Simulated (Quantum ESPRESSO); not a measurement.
Set up this calculation in Quantum ESPRESSO 7.5, as the native input.

```
Task                : band structure
Functional          : OLYP
Potentials or basis : PseudoDojo 0.4.1 SR PBE standard
Cutoff              : 1143 eV
Density cutoff      : 4572 eV
k mesh              : 13 × 13 × 13
Occupations         : fermi-dirac, width 0.05 eV
Spin                : no spin polarisation
Mixing beta         : 0.5
Most SCF iterations : 120
SCF threshold       : 4e-10 Ry
```

Crystal: BN.

```
N B
1.0
     0.00000    1.81300    1.81300
     1.81300    0.00000    1.81300
     1.81300    1.81300    0.00000
N B
1 1
Direct
  0.25000 0.25000 0.25000
  0.00000 0.00000 0.00000
```

The cell is a database's computed one.

One way to write it, as run:

pw.in

```
&CONTROL
  calculation = 'scf'
  prefix = 'pwscf'
  outdir = './tmp'
  pseudo_dir = './pseudo'
  tprnfor = .true.
  tstress = .true.
  disk_io = 'low'
/
&SYSTEM
  ibrav = 0
  nat = 2
  ntyp = 2
  ecutwfc = 84
  nbnd = 9
  input_dft = 'XC-000I-000I-110L-131L-000I-000I'
  occupations = 'smearing'
  smearing = 'fd'
  degauss = 0.00367493
/
&ELECTRONS
  conv_thr = 4d-10
  electron_maxstep = 120
  mixing_beta = 0.5
/
ATOMIC_SPECIES
N     14.0070 N.upf
B     10.8100 B.upf
CELL_PARAMETERS bohr
   0.0000000000    3.4260753537    3.4260753537
   3.4260753537    0.0000000000    3.4260753537
   3.4260753537    3.4260753537    0.0000000000
ATOMIC_POSITIONS bohr
N      1.7130376768    1.7130376768    1.7130376768
B      0.0000000000    0.0000000000    0.0000000000
K_POINTS automatic
13 13 13 0 0 0
```

bands.in

```
&CONTROL
  calculation = 'bands'
  prefix = 'pwscf'
  outdir = './tmp'
  pseudo_dir = './pseudo'
  disk_io = 'low'
  verbosity = 'high'
/
&SYSTEM
  ibrav = 0
  nat = 2
  ntyp = 2
  ecutwfc = 84
  nbnd = 9
  input_dft = 'XC-000I-000I-110L-131L-000I-000I'
  occupations = 'smearing'
  smearing = 'fd'
  degauss = 0.00367493
/
&ELECTRONS
  conv_thr = 1d-08
  electron_maxstep = 120
  mixing_beta = 0.5
  diago_full_acc = .true.
/
ATOMIC_SPECIES
N     14.0070 N.upf
B     10.8100 B.upf
CELL_PARAMETERS bohr
   0.0000000000    3.4260753537    3.4260753537
   3.4260753537    0.0000000000    3.4260753537
   3.4260753537    3.4260753537    0.0000000000
ATOMIC_POSITIONS bohr
N      1.7130376768    1.7130376768    1.7130376768
B      0.0000000000    0.0000000000    0.0000000000
K_POINTS crystal
60
 0.0000000000  0.0000000000  0.0000000000 1
 0.0625000000  0.0000000000  0.0625000000 1
 0.1250000000  0.0000000000  0.1250000000 1
 0.1875000000  0.0000000000  0.1875000000 1
 0.2500000000  0.0000000000  0.2500000000 1
 0.3125000000  0.0000000000  0.3125000000 1
 0.3750000000  0.0000000000  0.3750000000 1
 0.4375000000  0.0000000000  0.4375000000 1
 0.5000000000  0.0000000000  0.5000000000 1
 0.5000000000  0.0625000000  0.5625000000 1
 0.5000000000  0.1250000000  0.6250000000 1
 0.5000000000  0.1875000000  0.6875000000 1
 0.5000000000  0.2500000000  0.7500000000 1
 0.4375000000  0.3125000000  0.7500000000 1
 0.3750000000  0.3750000000  0.7500000000 1
 0.3375000000  0.3375000000  0.6750000000 1
 0.3000000000  0.3000000000  0.6000000000 1
 0.2625000000  0.2625000000  0.5250000000 1
 0.2250000000  0.2250000000  0.4500000000 1
 0.1875000000  0.1875000000  0.3750000000 1
 0.1500000000  0.1500000000  0.3000000000 1
 0.1125000000  0.1125000000  0.2250000000 1
 0.0750000000  0.0750000000  0.1500000000 1
 0.0375000000  0.0375000000  0.0750000000 1
 0.0000000000  0.0000000000  0.0000000000 1
 0.0625000000  0.0625000000  0.0625000000 1
 0.1250000000  0.1250000000  0.1250000000 1
 0.1875000000  0.1875000000  0.1875000000 1
 0.2500000000  0.2500000000  0.2500000000 1
 0.3125000000  0.3125000000  0.3125000000 1
 0.3750000000  0.3750000000  0.3750000000 1
 0.4375000000  0.4375000000  0.4375000000 1
 0.5000000000  0.5000000000  0.5000000000 1
 0.5250000000  0.4500000000  0.5250000000 1
 0.5500000000  0.4000000000  0.5500000000 1
 0.5750000000  0.3500000000  0.5750000000 1
 0.6000000000  0.3000000000  0.6000000000 1
 0.6250000000  0.2500000000  0.6250000000 1
 0.5833333333  0.2500000000  0.6666666667 1
 0.5416666667  0.2500000000  0.7083333333 1
 0.5000000000  0.2500000000  0.7500000000 1
 0.5000000000  0.2857142857  0.7142857143 1
 0.5000000000  0.3214285714  0.6785714286 1
 0.5000000000  0.3571428571  0.6428571429 1
 0.5000000000  0.3928571429  0.6071428571 1
 0.5000000000  0.4285714286  0.5714285714 1
 0.5000000000  0.4642857143  0.5357142857 1
 0.5000000000  0.5000000000  0.5000000000 1
 0.4821428571  0.4821428571  0.5357142857 1
 0.4642857143  0.4642857143  0.5714285714 1
 0.4464285714  0.4464285714  0.6071428571 1
 0.4285714286  0.4285714286  0.6428571429 1
 0.4107142857  0.4107142857  0.6785714286 1
 0.3928571429  0.3928571429  0.7142857143 1
 0.3750000000  0.3750000000  0.7500000000 1
 0.6250000000  0.2500000000  0.6250000000 1
 0.5937500000  0.1875000000  0.5937500000 1
 0.5625000000  0.1250000000  0.5625000000 1
 0.5312500000  0.0625000000  0.5312500000 1
 0.5000000000  0.0000000000  0.5000000000 1
```

Potentials or basis: PseudoDojo 0.4.1 SR PBE standard.

Run with:

```console
$ OMP_NUM_THREADS=1 pw.x -in pw.in > pw.out
$ OMP_NUM_THREADS=1 pw.x -in bands.in > bands.out
```

Results of the run:

| Property | Result |
| --- | --- |
| Pressure | -10.3 GPa |
| Band gap on the k mesh | 4.80 eV, indirect (least direct gap 8.88 eV) |
| Band gap along the path | 4.73 eV, indirect (least direct gap 8.88 eV) |

Caveat: the potentials were made for another functional, which shifts forces and pressure.

It took 7.2 s on 1 thread of Intel(R) Xeon(R) 6985P-C CPU @ 2.30GHz (Granite Rapids), on a shared host, peak memory 0.09 GiB.
